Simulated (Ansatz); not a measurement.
**Stack of 1T-SiSe2 under Y2C(OH)2 MXene, unshifted in a perpendicular field**

Aim: how the stack of 1T-SiSe2 under Y2C(OH)2 MXene, unshifted screens a field along its normal, and what the field does to its bands. A positive field points along +c.

Main program and level: Ansatz 0.2.0; plane-wave DFT, PBE-D3(BJ), Ansatz PAW.

**1. The starting structure**

The cell holds 10 atoms: 2 Se, 1 Si, 2 H, 2 O, 2 Y and 1 C. Cell: a = 3.494 Å, b = 3.494 Å, c = 54.431 Å, α = 90.0°, β = 90.0°, γ = 120.0°. Regions: layer 1: 1T-SiSe2, 3 atoms (2 Se and 1 Si); layer 2: Y2C(OH)2 MXene, 7 atoms (2 H, 2 O, 2 Y and 1 C). Vacuum lies along c.

**2. Relaxation**

The starting cell is a guess, so the in-plane lattice and the atoms are relaxed first, with the slab cut off from its images along the normal.

The input, input.yaml:

```yaml
crystal:
  lattice:
    - [3.49388, 0.0, 0.0]
    - [-1.74694, 3.0257888378, 0.0]
    - [0.0, 0.0, 54.4306827292]
  atoms:
    - { symbol: Se, position: [0.6666666667, 0.3333333333, 0.3922420027] }
    - { symbol: Si, position: [0.0, 0.0, 0.4088507395] }
    - { symbol: Se, position: [0.3333333333, 0.6666666667, 0.4254594764] }
    - { symbol: H, position: [0.3333333333, 0.6666666667, 0.4750638515] }
    - { symbol: O, position: [0.3333333333, 0.6666666667, 0.4930684025] }
    - { symbol: "Y", position: [0.6666666667, 0.3333333333, 0.5162003011] }
    - { symbol: C, position: [0.0, 0.0, 0.5414109244] }
    - { symbol: "Y", position: [0.3333333333, 0.6666666667, 0.5666215478] }
    - { symbol: O, position: [0.6666666667, 0.3333333333, 0.5897534464] }
    - { symbol: H, position: [0.6666666667, 0.3333333333, 0.6077579973] }
  periodic: [true, true, false]
kpoints:
  mp_grid: { grid: [12, 12, 1] }
hamiltonian:
  xc: pbe
  dispersion: d3bj
scf:
  occupations: { method: fermi_dirac, width: 0.05 }
  convergence: { dr2_threshold: 1.0e-09 }
relax:
  f_tol: 0.004
  max_steps: 90
  cell: {}
output:
  write_potential: true
  write_density: true
  volumetric_format: npy
```

The run is started by

```bash
> ansatz run input.yaml --threads 4 --pin off --max-ram 6144MiB --backend cpu --events-out ev --progress --plain --runs-dir out
```

Numbers of over 12 decimals in the logs are rounded to 6 here.

The log of the run:

```text
Warning: relax.cell: scf.convergence.dr2_threshold = 1e-9 eV is looser than the 2.11764549162e-10 eV advised for a relaxation that steers and ends on the stress (1e-10 eV for each atom of the cell: 10, times the square of relax.cell.stress_2d_tol = 0.05 N/m over 21.7 Å (the atoms' height at the walk's start and 5 Å past either face), 2.301e-2 GPa, over a crystal's default 0.05). What an SCF threshold leaves in a stress goes as its square root, and in the free energy as the threshold itself, and one threshold admits the most on a small cell: [figures from the program's tests cut] Set scf.convergence.dr2_threshold to 2.11764549162e-10 eV or tighter. [rest of the remark cut]
Engine: ansatz 0.2.0, x86_64-unknown-linux-gnu
Pseudopotentials: kind: paw
Pseudopotential: Se, paw, valence charge 16, recommended cutoff 420 eV (normal), Se.paw.azcp
Pseudopotential: Si, paw, valence charge 4, recommended cutoff 420 eV (normal), Si.paw.azcp
Pseudopotential: H, paw, valence charge 1, recommended cutoff 420 eV (normal), H.paw.azcp
Pseudopotential: O, paw, valence charge 6, recommended cutoff 420 eV (normal), O.paw.azcp
Pseudopotential: Y, paw, valence charge 11, recommended cutoff 420 eV (normal), Y.paw.azcp
Pseudopotential: C, paw, valence charge 4, recommended cutoff 420 eV (normal), C.paw.azcp
Functional definition: PBE
  parameter kappa = 0.804
  parameter beta = 0.066725
  exchange = pbe_x(kappa = kappa, mu = beta*pi^2/3)
  correlation = pbe_c(beta = beta)
Crystal: 10 atoms, lattice volume = 575.427 Å³
Basis set: ecut = 420 eV, 11215 PW (Γ), exchange–correlation on 48×48×750 points (8 copies of the dense FFT grid, shifted against one another)
Bands: 48, of which v1, the nominal top of the filled ones, is band 38 counted from 1 (37 counted from 0)
Symmetry: 6 space group operations
Space group: P3m1 (ITA 156), of the structure as read, at distance tolerance 8.3e-5 Å
k-points: 19 of 144 (time reversal used)
Non-local potential: Se, projectors of the file, l = 0: 2, l = 1: 2, l = 2: 3, l = 3: 1
Non-local potential: Si, projectors of the file, l = 0: 2, l = 1: 2, l = 2: 2
Non-local potential: H, projectors of the file, l = 0: 2, l = 1: 1
Non-local potential: O, projectors of the file, l = 0: 2, l = 1: 2, l = 2: 1
Non-local potential: Y, projectors of the file, l = 0: 3, l = 1: 2, l = 2: 2, l = 3: 1
Non-local potential: C, projectors of the file, l = 0: 2, l = 1: 2, l = 2: 1
PAW form: soft (Blöchl's): semilocal exchange-correlation on the pseudo side does not see the compensation charge
PAW one-centre angular grid: Se, 590 points (default); XC on 64 Gauss nodes
PAW one-centre angular grid: Si, 110 points (default); XC on 64 Gauss nodes
PAW one-centre angular grid: H, 110 points (default); XC on 64 Gauss nodes
PAW one-centre angular grid: O, 110 points (default); XC on 64 Gauss nodes
PAW one-centre angular grid: Y, 590 points (default); XC on 64 Gauss nodes
PAW one-centre angular grid: C, 110 points (default); XC on 64 Gauss nodes
Initial density: superposition of atomic densities (neutral atoms: chi_scale 0, normalization atom), corrected by the library's trained network
Initial wavefunctions: pseudopotential atomic-orbital guess
Functional: x = pbe(κ = 0.804, μ = 0.219515), c = pbe(β = 0.066725)
SCF iter   1: F=—  HF=-20693.228317 eV  |F-HF|=—  |Δ(HF+E_count)|=         —  Δρ=2.23e-3  dr2=4.43e-1  ethr=1.77e-3  ⟨swp⟩=15.6  Hψ=6098  notcnv=0  defer=23
preconditioner: auto → LDOS  [metal: Δε(μ)=0.135 eV  Ē_g=9.146 eV  σ=0.050 eV  W_gap=0.47  n_scr=32 (ndim 8)  ℏωp=9.2 eV  f_vac=0.733  D(μ)=0.20/eV (n_scr^D=4)  β→1.0]
SCF iter   2: F=—  HF=-20693.268114 eV  |F-HF|=—  |Δ(HF+E_count)|=   3.98e-2  Δρ=4.48e-3  dr2=4.51e0  ethr=5.82e-4  ⟨swp⟩=4.9  Hψ=1796  notcnv=0  defer=53  recentre
SCF iter   3: F=—  HF=-20693.213156 eV  |F-HF|=—  |Δ(HF+E_count)|=   5.50e-2  Δρ=1.47e-3  dr2=3.36e-1  ethr=5.82e-4  ⟨swp⟩=4.4  Hψ=1611  notcnv=0  defer=49
SCF iter   4: F=—  HF=-20693.198256 eV  |F-HF|=—  |Δ(HF+E_count)|=   1.49e-2  Δρ=8.35e-4  dr2=6.14e-2  ethr=4.42e-4  ⟨swp⟩=4.3  Hψ=1378  notcnv=0  defer=51
SCF iter   5: F=—  HF=-20693.192453 eV  |F-HF|=—  |Δ(HF+E_count)|=   5.80e-3  Δρ=3.90e-4  dr2=3.40e-2  ethr=8.08e-5  ⟨swp⟩=3.7  Hψ=1613  notcnv=0  defer=52
SCF iter   6: F=—  HF=-20693.191670 eV  |F-HF|=—  |Δ(HF+E_count)|=   7.83e-4  Δρ=2.06e-4  dr2=8.99e-3  ethr=4.47e-5  ⟨swp⟩=1.8  Hψ=1004  notcnv=0  defer=52
SCF iter   7: F=—  HF=-20693.191525 eV  |F-HF|=—  |Δ(HF+E_count)|=   1.45e-4  Δρ=4.11e-5  dr2=8.19e-5  ethr=1.18e-5  ⟨swp⟩=1.8  Hψ=1071  notcnv=0  defer=52
SCF iter   8: F=—  HF=-20693.191592 eV  |F-HF|=—  |Δ(HF+E_count)|=   6.68e-5  Δρ=3.62e-5  dr2=1.92e-4  ethr=1.08e-7  ⟨swp⟩=3.4  Hψ=1639  notcnv=0  defer=52
SCF iter   9: F=—  HF=-20693.191590 eV  |F-HF|=—  |Δ(HF+E_count)|=   1.46e-6  Δρ=1.97e-5  dr2=6.40e-5  ethr=1.08e-7  ⟨swp⟩=2.0  Hψ=1006  notcnv=0  defer=52
SCF iter  10: F=—  HF=-20693.191588 eV  |F-HF|=—  |Δ(HF+E_count)|=   2.31e-6  Δρ=3.99e-6  dr2=1.01e-6  ethr=8.42e-8  ⟨swp⟩=1.4  Hψ=944  notcnv=0  defer=52
SCF iter  11: F=—  HF=-20693.191557 eV  |F-HF|=—  |Δ(HF+E_count)|=   3.10e-5  Δρ=2.80e-6  dr2=2.38e-7  ethr=1.33e-9  ⟨swp⟩=2.9  Hψ=1520  notcnv=0  defer=53
SCF iter  12: F=—  HF=-20693.191557 eV  |F-HF|=—  |Δ(HF+E_count)|=   1.24e-8  Δρ=1.04e-6  dr2=3.45e-8  ethr=3.13e-10  ⟨swp⟩=2.8  Hψ=1414  notcnv=0  defer=53
SCF iter  13: F=—  HF=-20693.191557 eV  |F-HF|=—  |Δ(HF+E_count)|=   1.06e-8  Δρ=3.18e-7  dr2=3.96e-9  ethr=4.54e-11  ⟨swp⟩=2.4  Hψ=1242  notcnv=0  defer=53
SCF iter  14: F=-20693.191557 eV  HF=-20693.191557 eV  |F-HF|=2.55e-11  |Δ(HF+E_count)|=   1.30e-9  Δρ=1.22e-7  dr2=2.46e-10  ethr=1.32e-12  ⟨swp⟩=11.3  Hψ=6421  notcnv=0
SCF 1 converged in 14 iterations: F = -20693.191557 eV  dr2 = 2.46e-10
  greatest PAW one-centre occupation: 1.000 electrons in one spin orbital (limit 2), on the Se atom at site 2 (counted from 0), in its partial waves of l = 2
relax step   1: F+E_penalty+E_count = -20693.19155677 eV  Δ(F+E_penalty+E_count) = +0.000e0 eV  max|allowed force component| = 7.500e0 eV/Å  Δτ_max = 0.0000 Å  P = +30.026 N/m  Ω = 575.427 Å³  fix = [c, alpha, beta]  reactions: c +0.000 N/m  (14 SCF iters, accepted)
Crystal: 10 atoms, lattice volume = 584.112 Å³
Basis set: ecut = 420 eV, 11347 PW (Γ), exchange–correlation on 48×48×750 points (8 copies of the dense FFT grid, shifted against one another)
Initial density: handed on by an earlier stage of this run
Initial wavefunctions: those handed on with the density
SCF iter   1: F=—  HF=-20696.003106 eV  |F-HF|=—  |Δ(HF+E_count)|=         —  Δρ=8.27e-3  dr2=9.79e0  ethr=3.10e-3  ⟨swp⟩=8.9  Hψ=3779  notcnv=0  defer=7
[...]
relax step   9: F+E_penalty+E_count = -20697.25206654 eV  Δ(F+E_penalty+E_count) = -1.823e-4 eV  max|allowed force component| = 7.674e-3 eV/Å  Δτ_max = 0.0063 Å  P = +0.002 N/m  Ω = 589.505 Å³  energy of the carried Pulay correction = -5.814e-3 eV  fix = [c, alpha, beta]  reactions: c +0.000 N/m  (8 SCF iters, accepted)
relax step  10: F+E_penalty+E_count = -20697.25206982 eV  Δ(F+E_penalty+E_count) = -3.283e-6 eV  max|allowed force component| = 1.218e-3 eV/Å  Δτ_max = 0.0007 Å  P = -0.002 N/m  Ω = 589.504 Å³  energy of the carried Pulay correction = -5.813e-3 eV  fix = [c, alpha, beta]  reactions: c -0.000 N/m  (6 SCF iters, accepted)
relax step  11: F+E_penalty+E_count = -20697.25876475 eV  Δ(F+E_penalty+E_count) = -6.695e-3 eV  max|allowed force component| = 8.161e-4 eV/Å  Δτ_max = 0.0000 Å  P = +0.107 N/m  Ω = 589.504 Å³  fix = [c, alpha, beta]  reactions: c +0.000 N/m  stress off target by 1.07e-1 N/m on what of the cell is left free  SCF on the basis re-selected at this cell (its energy is not comparable with the rows above)  (10 SCF iters)
relax step  12: F+E_penalty+E_count = -20697.25863260 eV  Δ(F+E_penalty+E_count) = +1.322e-4 eV  max|allowed force component| = 3.968e-3 eV/Å  Δτ_max = 0.0009 Å  P = +0.007 N/m  Ω = 589.891 Å³  energy of the carried Pulay correction = -1.569e-4 eV  fix = [c, alpha, beta]  reactions: c +0.000 N/m  (8 SCF iters, accepted)
iter 1 solved again at ethr=4.51e-7 eV; its pass at ethr=3.10e-3 eV (dr2=3.43e-4 eV) is discarded
SCF iter   1: F=—  HF=-20697.256735 eV  |F-HF|=—  |Δ(HF+E_count)|=         —  Δρ=4.78e-5  dr2=1.03e-6  ethr=4.51e-7  ⟨swp⟩=5.5  Hψ=9136  notcnv=0
preconditioner: auto → LDOS  [metal: Δε(μ)=0.082 eV  Ē_g=8.673 eV  σ=0.050 eV  W_gap=0.38  n_scr=32 (ndim 8)  ℏωp=9.2 eV  f_vac=0.724  D(μ)=2.23/eV (n_scr^D=14)  β→1.0]
SCF iter   2: F=—  HF=-20697.258744 eV  |F-HF|=—  |Δ(HF+E_count)|=   2.01e-3  Δρ=5.77e-6  dr2=2.94e-6  ethr=1.36e-9  ⟨swp⟩=4.6  Hψ=2821  notcnv=0  defer=2
SCF iter   3: F=—  HF=-20697.258745 eV  |F-HF|=—  |Δ(HF+E_count)|=   1.37e-6  Δρ=6.01e-6  dr2=1.99e-7  ethr=1.36e-9  ⟨swp⟩=2.5  Hψ=1444  notcnv=0  defer=1
SCF iter   4: F=—  HF=-20697.258721 eV  |F-HF|=—  |Δ(HF+E_count)|=   2.40e-5  Δρ=3.10e-6  dr2=1.02e-7  ethr=2.62e-10  ⟨swp⟩=3.1  Hψ=1667  notcnv=0  defer=1
SCF iter   5: F=—  HF=-20697.258742 eV  |F-HF|=—  |Δ(HF+E_count)|=   2.10e-5  Δρ=5.45e-7  dr2=4.39e-9  ethr=1.35e-10  ⟨swp⟩=2.2  Hψ=1251  notcnv=0  defer=1
iter 6 met the thresholds in force, and the SCF goes on: an eigenvalue changes by 4.09 meV, over its tolerance of 1.10 meV (output.eigenvalues, Limitations)
SCF iter   6: F=-20697.258745 eV  HF=-20697.258745 eV  |F-HF|=1.52e-7  |Δ(HF+E_count)|=   2.79e-6  Δρ=1.45e-7  dr2=2.17e-10  ethr=1.32e-12  ⟨swp⟩=19.3  Hψ=8191  notcnv=0
SCF iter   7: F=-20697.258745 eV  HF=-20697.258745 eV  |F-HF|=3.87e-9  |Δ(HF+E_count)|=   1.48e-7  Δρ=3.53e-8  dr2=2.92e-11  ethr=1.00e-12  ⟨swp⟩=12.4  Hψ=5932  notcnv=0
SCF 13 converged in 7 iterations: F = -20697.258745 eV  dr2 = 2.92e-11
relax step  13: F+E_penalty+E_count = -20697.25874484 eV  Δ(F+E_penalty+E_count) = -1.122e-4 eV  max|allowed force component| = 3.967e-3 eV/Å  Δτ_max = 0.0000 Å  P = +0.009 N/m  Ω = 589.891 Å³  fix = [c, alpha, beta]  reactions: c +0.000 N/m  stress off target by 8.55e-3 N/m on what of the cell is left free  SCF on the basis re-selected at this cell (its energy is not comparable with the rows above)  (7 SCF iters)
basis re-selected at this cell: Δ(F+E_penalty+E_count) = -1.122e-4 eV, ΔP = +0.001 N/m vs the last step (what re-selecting the basis moved, of the pressure what is left beyond the Pulay correction that the steps carried, after the strain that the cell walked since its last selection, with what the two solves' SCF thresholds leave and, on support functions, any second-order correction that the steps lacked; it is no m [...]
WARN: The output density's exchange-correlation potential varies sharply where the density is thin. Do not read a vacuum level from v_tot or v_xc, or from such a field of the output density. On a cell that repeats whose density bears no net charge and no dipole along the vacuum's axis use v_es (v_loc + v_h of the components); under efield.dipole_correction with no amplitude use v_es + v_field, which holds any externa [...]
SCF converged after 7 iterations
an eigenvalue changed by more than its tolerance at an iteration that met the thresholds in force, so the SCF went on 1 time: the last check found none over its tolerance
Free energy (F): -20697.258745 eV
Harris-Foulkes:  -20697.258745 eV  (|F-HF|=3.87e-9)
Internal energy: -20697.240475 eV  (E = F + TS)
E sigma→0 (E₀):  -20697.249610 eV
Entropy (-TS):   -0.018270 eV (-1.827 meV/atom)
Fermi energy:    -3.259885 eV
--- Per-component energies (eV) ---
  E_band       = -1900.281212
  E_kinetic    = 1360.883160
  E_local      = -437574.497843  (includes V_loc(G=0)·N_el)
  E_nonlocal   = -942.131446
  E_hartree    = 217961.618331
  E_xc         = -827.906897
  E_vxc        = -917.645150  (∫ρ·V_xc dr)
  E_paw        = -10402.162084  (= ΣΔE_a)
  E_vpaw       = 249.870263  (= ΣTr[D̂ρ^β])
  E_aug_tail   = 0.001285  (compensation charges beyond the density's cutoff)
  E_ewald      = 209728.900401
  E_disp       = -1.945381  (pairwise vdW)
  E_smearing   = -0.018270  (= −TS)
  E_closure    = -0.000000  (closes the sum)
  Σ components = -20697.258745   (vs F -20697.258745, Δ=0.00e0)
--- Forces (eV/Å), atoms counted from 1 ---
  atom   1  Se     0.00000000     0.00000000     0.00165427
  atom   2  Si    -0.00000000     0.00000000    -0.00047978
  atom   3  Se    -0.00000000    -0.00000000    -0.00065533
  atom   4  H      0.00000000     0.00000000    -0.00061124
  atom   5  O     -0.00000000    -0.00000000     0.00071745
  atom   6  Y     -0.00000000    -0.00000000    -0.00264361
  atom   7  C      0.00000000     0.00000000     0.00396777
  atom   8  Y      0.00000000     0.00000000    -0.00366980
  atom   9  O      0.00000000     0.00000000     0.00090477
  atom  10  H      0.00000000     0.00000000     0.00081890
  max |Σ_I F_I| component: 3.40e-6 eV/Å
--- 2D stress c σ (N/m, compression-positive) ---
        0.008546       0.000000       0.000000
        0.000000       0.008546      -0.000000
        0.000000      -0.000000       0.000000
  P = ½ c Tr σ = 0.0085 N/m
--- Band table (eV; the first three rows and the last of 19) ---
  k-point 0: bands = [... 34 lower, -4.5768, -4.5768, -3.1573, -3.1573, -2.7135, -2.1482, -1.4876, -0.8745, ... 6 higher]
  k-point 1: bands = [... 34 lower, -4.7233, -4.3027, -3.4321, -3.1996, -2.5866, -1.6042, -1.3757, -0.7632, ... 6 higher]
  k-point 2: bands = [... 34 lower, -4.4863, -4.2393, -3.9474, -3.2885, -2.2965, -1.5402, -1.0469, -0.8910, ... 6 higher]
  k-point 18: bands = [... 34 lower, -5.3039, -4.6140, -4.5487, -3.9528, -2.1086, 0.1166, 0.4541, 0.6404, ... 6 higher]
  the weakly bound empty levels are not read free of the cell's end (no_gap_told)
--- Relaxed structure (11 steps of the walk, 10 accepted, 2 SCFs on fresh bases) ---
  F+E_penalty+E_count = -20697.25874484 eV   max|allowed force component| = 3.967e-3 eV/Å   (the final SCF, on the basis selected at the relaxed cell)
  cell:  # Å, volume = 589.8915 Å³
    - [3.537520, 0, 0]
    - [-1.768760, 3.063582, 0]
    - [0, 0, 54.4306827292]
  atoms:
    - { symbol: Se, position: [0.666667, 0.333333, 0.380852] }
    - { symbol: Si, position: [-7.434016766450164e-19, -1.4868033532900178e-18, 0.406617] }
    - { symbol: Se, position: [0.333333, 0.666667, 0.432916] }
    - { symbol: H, position: [0.333333, 0.666667, 0.475884] }
    - { symbol: O, position: [0.333333, 0.666667, 0.493962] }
    - { symbol: Y, position: [0.666667, 0.333333, 0.515749] }
    - { symbol: C, position: [2.954861528106223e-19, 5.909723056211867e-19, 0.542299] }
    - { symbol: Y, position: [0.333333, 0.666667, 0.567416] }
    - { symbol: O, position: [0.666667, 0.333333, 0.591473] }
    - { symbol: H, position: [0.666667, 0.333333, 0.609261] }
```

It took 2.7 min on 4 threads of Intel Xeon Platinum 8488C (Sapphire Rapids), shared host; peak memory 1.3 GiB; 10 min of CPU time.

The steps of the relaxation:

```
step  energy less that of the first step (eV)  largest force component (eV/Å)  volume (Å³)
   1                                   0.0000                          7.4999       575.43
   2                                  -2.5396                          4.7126       584.11
   3                                  -3.8068                          1.8773       583.50
   4                                  -4.0152                          0.7647       581.95
   5                                  -4.0507                          0.4651       588.34
   6                                  -4.0562                          0.1127       591.95
   7                                  -4.0529                          0.6165       590.86
   8                                  -4.0603                          0.0312       589.66
   9                                  -4.0605                          0.0077       589.50
  10                                  -4.0605                          0.0012       589.50
 11*                                  -4.0672                          0.0008       589.50
  12                                  -4.0671                          0.0040       589.89
 13*                                  -4.0672                          0.0040       589.89
```

Relaxation steps marked * repeat the geometry before them on a plane-wave basis chosen anew for their cell, so energy and pressure can jump there. Relaxation step 7 was tried and not accepted.

Forces are held to the 6 operations that the run works with; a distortion that breaks them can't arise in this run.

```
cell as run  before  after  change
      a (Å)   3.494  3.538  +1.2 %
      b (Å)   3.494  3.538  +1.2 %
```

The atoms that moved most (Å, along periodic axes as changes of fractional coordinates times the final cell, across vacuum about the mean position):

```
atom     dx     dy      dz  length
 Se1  0.000  0.000  -0.620   0.620
 Se3  0.000  0.000   0.406   0.406
 Si2  0.000  0.000  -0.122   0.122
  O9  0.000  0.000   0.094   0.094
 H10  0.000  0.000   0.082   0.082
  O5  0.000  0.000   0.049   0.049
  C7  0.000  0.000   0.048   0.048
  H4  0.000  0.000   0.045   0.045
```

This step gave:

```
energy at zero smearing : -20697.2496 eV
```

The lattice constant a goes from 3.494 to 3.538 Å.

[end of part 1 of 3]

[Logs are printed without paths, hosts, clocks, repeated set-up lines and the standing remarks that a program may print on its own settings, such as how far it seeks lower states.]

[Hosts, paths, dates, database ids (printed as entryN), source tags and the programs' standing remarks are cut or masked in the printed files.]

[Maps of the electrostatic potential energy from Ansatz leave out the sawtooth potential of an applied field or a dipole correction, so their vacuum need not be flat; planar profiles and work functions include it.]
